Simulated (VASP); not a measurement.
# TiAl: molecular dynamics with a thermostat

TiAl, Pm-3m (no. 221), 16 atoms in the cell. PBE, molecular dynamics; PAW potentials Ti, Al (PBE set).

Ensemble: Nose-Hoover; Target temperature (K): 1000.

## Input

INCAR:
```
GGA = PE
PREC = Normal
ENCUT = 240
EDIFF = 1E-6
NELMIN = 4
NELM = 60
ALGO = Fast
LREAL = Auto
LASPH = T
ISMEAR = -1
SIGMA = 0.05
ISYM = 0
LWAVE = F
LCHARG = F
IBRION = 0
NSW = 60
POTIM = 2.0
TEBEG = 1000
ISIF = 2
RANDOM_SEED = 619562 0 0
MDALGO = 2
SMASS = 0
KPAR = 2
```

KPOINTS:
```
k-points
0
Monkhorst-Pack
  2 2 2
```

POSCAR:
```
TiAl
1.0
    6.3581280000      0.0000000000      0.0000000000
    0.0000000000      6.3581280000      0.0000000000
    0.0000000000      0.0000000000      6.3581280000
Ti Al
8 8
Direct
    0.0000000000      0.0000000000      0.0000000000
    0.0000000000      0.0000000000      0.5000000000
    0.0000000000      0.5000000000      0.0000000000
    0.0000000000      0.5000000000      0.5000000000
    0.5000000000      0.0000000000      0.0000000000
    0.5000000000      0.0000000000      0.5000000000
    0.5000000000      0.5000000000      0.0000000000
    0.5000000000      0.5000000000      0.5000000000
    0.2500000000      0.2500000000      0.2500000000
    0.2500000000      0.2500000000      0.7500000000
    0.2500000000      0.7500000000      0.2500000000
    0.2500000000      0.7500000000      0.7500000000
    0.7500000000      0.2500000000      0.2500000000
    0.7500000000      0.2500000000      0.7500000000
    0.7500000000      0.7500000000      0.2500000000
    0.7500000000      0.7500000000      0.7500000000
```

Commands:
```
cat potpaw_PBE.64/Ti/POTCAR potpaw_PBE.64/Al/POTCAR > POTCAR
mpirun -np 2 vasp_std > vasp.out
```

## Result

- Mean temperature (K): 976
- Rise of the mean potential energy above the start (meV/atom): 88.6
- Electronic steps per ionic step after the first: 5.7

Course of the run:

| Time (fs) | Temperature (K) | Potential energy less the first (meV/atom) |
|---|---|---|
| 2 | 1000 | 0.0 |
| 12 | 838 | 20.6 |
| 20 | 629 | 52.3 |
| 30 | 610 | 75.5 |
| 38 | 970 | 69.0 |
| 48 | 1723 | 53.5 |
| 56 | 1783 | 67.5 |
| 66 | 1017 | 118.1 |
| 74 | 617 | 142.6 |
| 84 | 649 | 130.3 |
| 92 | 835 | 113.5 |
| 102 | 979 | 114.6 |
| 110 | 1003 | 129.3 |
| 120 | 1068 | 143.5 |

REPORT:
```
MDALGO =   2
               SCALING =       0
                 CNEXP =     9.000   14.000
           RANDOM_SEED =            619562                0                0

   original number of atomic DOF:         45
   number of independent constraints:      0
   number of active DOF:                  45

========================================
         MD step No.       1
========================================

  Atomic velocities initialized by STEP_tb

  >Energies
                    E_tot             E_pot             E_kin               EPS                ES
   e_b>   -0.94345214E+02   -0.96284127E+02    0.19389128E+01    0.00000000E+00    0.00000000E+00

  >Temperature
               T_sim     T_inst
   tmprt>   1000.000   1000.001

  >Thermostat:
           s(n+1) sdot(n+1)      s(n)   sdot(n)        Qs
   s_b>   0.00000   0.00000   0.00000   0.00000   0.30008

           RANDOM_SEED =            619562               96                0

[... steps left out ...]

========================================
         MD step No.      60
========================================

  >Energies
                    E_tot             E_pot             E_kin               EPS                ES
   e_b>   -0.94344795E+02   -0.93987508E+02    0.20702048E+01    0.43038395E-01   -0.24705294E+01

  >Temperature
               T_sim     T_inst
   tmprt>   1000.000   1067.715

  >Thermostat:
           s(n+1) sdot(n+1)      s(n)   sdot(n)        Qs
   s_b>  -0.65312  -0.01552  -0.63709  -0.01655   0.30008

           RANDOM_SEED =            619562               96                0
```

OSZICAR:
```
N       E                     dE             d eps       ncg     rms          rms(c)
DAV:   1     0.142525801203E+03    0.14253E+03   -0.11550E+04   296   0.694E+02
DAV:   2    -0.808393226160E+02   -0.22337E+03   -0.21794E+03   296   0.209E+02
DAV:   3    -0.107394626095E+03   -0.26555E+02   -0.25516E+02   427   0.618E+01
DAV:   4    -0.108790557173E+03   -0.13959E+01   -0.13453E+01   408   0.131E+01
DAV:   5    -0.108846446256E+03   -0.55889E-01   -0.54351E-01   432   0.191E+00    0.352E+01
RMM:   6    -0.950208267381E+02    0.13826E+02   -0.70702E+01   296   0.463E+01    0.535E+00
RMM:   7    -0.967413153220E+02   -0.17205E+01   -0.21562E+01   296   0.139E+01    0.573E+00
RMM:   8    -0.966951420051E+02    0.46173E-01   -0.15001E+00   308   0.533E+00    0.382E+00
RMM:   9    -0.970251114474E+02   -0.32997E+00   -0.12361E+01   388   0.191E+01    0.926E+00
RMM:  10    -0.964735585222E+02    0.55155E+00   -0.88617E-01   296   0.550E+00    0.484E+00
RMM:  11    -0.962641212247E+02    0.20944E+00   -0.19443E+00   336   0.582E+00    0.534E-01
RMM:  12    -0.962830158759E+02   -0.18895E-01   -0.17922E-01   309   0.154E+00    0.106E+00
[... left out ...]
     59 T=  1045. E= -.94344829E+02 F= -.94013000E+02 E0= -.93929546E+02  EK= 0.20263E+01 SP= -.24E+01 SK= 0.47E-01
[... last step whole ...]
       N       E                     dE             d eps       ncg     rms          rms(c)
DAV:   1    -0.939875277018E+02    0.25472E-01   -0.44204E-02   584   0.101E+00    0.243E-02
RMM:   2    -0.939875726277E+02   -0.44926E-04   -0.53658E-04   296   0.113E-01    0.635E-02
RMM:   3    -0.939875064173E+02    0.66210E-04   -0.13255E-04   297   0.731E-02    0.127E-02
RMM:   4    -0.939875078334E+02   -0.14161E-05   -0.44054E-05   338   0.230E-02    0.888E-03
RMM:   5    -0.939875082783E+02   -0.44494E-06   -0.95065E-06   294   0.115E-02
     60 T=  1068. E= -.94344795E+02 F= -.93987508E+02 E0= -.93902863E+02  EK= 0.20702E+01 SP= -.25E+01 SK= 0.43E-01
```

Limits: 120 fs of 16 atoms are too short for converged averages.

VASP 6.6.1 took 248 s on 2 cores (Intel Xeon Platinum 8488C (Sapphire Rapids)), a shared host.
